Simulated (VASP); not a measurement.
# From VASP inputs to Ansatz: KCl (distorted rocksalt)

INCAR

```
LASPH = .TRUE.
NBANDS = 15
IBRION = -1
SIGMA = 0.02
NELM = 120
ISMEAR = -1
GGA = PE
LWAVE = .FALSE.
LREAL = .FALSE.
EDIFF = 1E-7
ENCUT = 520
LCHARG = .FALSE.
NSW = 0
PREC = Accurate
ISIF = 2
```

KPOINTS

```
KPOINTS created by Atomic Simulation Environment
0
Gamma
6 6 6
0 0 0
```

POSCAR

```
K  Cl
 1.0000000000000000
     0.0883000000000000    3.0729000000000002    3.0684000000000000
     3.1476000000000002    0.0804000000000000    3.0762999999999998
     3.2526999999999999    3.1859000000000002   -0.0247000000000000
 K   Cl
   1   1
Cartesian
  3.2582716499999997  3.1221611500000002  0.0990011500000000
  3.1662358300000002  3.0812208100000000  3.0378287500000001
```

VASP ran with the recommended PBE PAW datasets (16 valence electrons in the cell).

Write an Ansatz input for this cell and level of theory.



```yaml
crystal:
  lattice:
    - [0.0883, 3.0729, 3.0684]
    - [3.1476, 0.0804, 3.0763]
    - [3.2527, 3.1859, -0.0247]
  atoms:
    - { symbol: K, position: [0.0085, 0.0315, 0.971] }
    - { symbol: Cl, position: [0.4943, 0.4983, 0.4778] }
kpoints:
  mp_grid: { grid: [6, 6, 6] }
hamiltonian:
  xc: pbe
scf:
  occupations: { method: fermi_dirac, width: 0.02 }
  n_extra_bands: 4
output:
  forces: true
  stress: true
  eigenvalues: true
```

Other inputs would serve too.

```tsv
	VASP	Ansatz
gap between bands v and c on the k mesh	5.25 eV	5.25 eV
least direct gap on the k mesh	5.25 eV	5.25 eV
pressure	1.8 GPa	1.8 GPa
largest force	0.30 eV/Å	0.29 eV/Å
```

The two codes use different PAW datasets and cutoffs. VASP's cell holds 16 valence electrons and Ansatz's 16. Ansatz's stress includes a Pulay correction; VASP's doesn't.
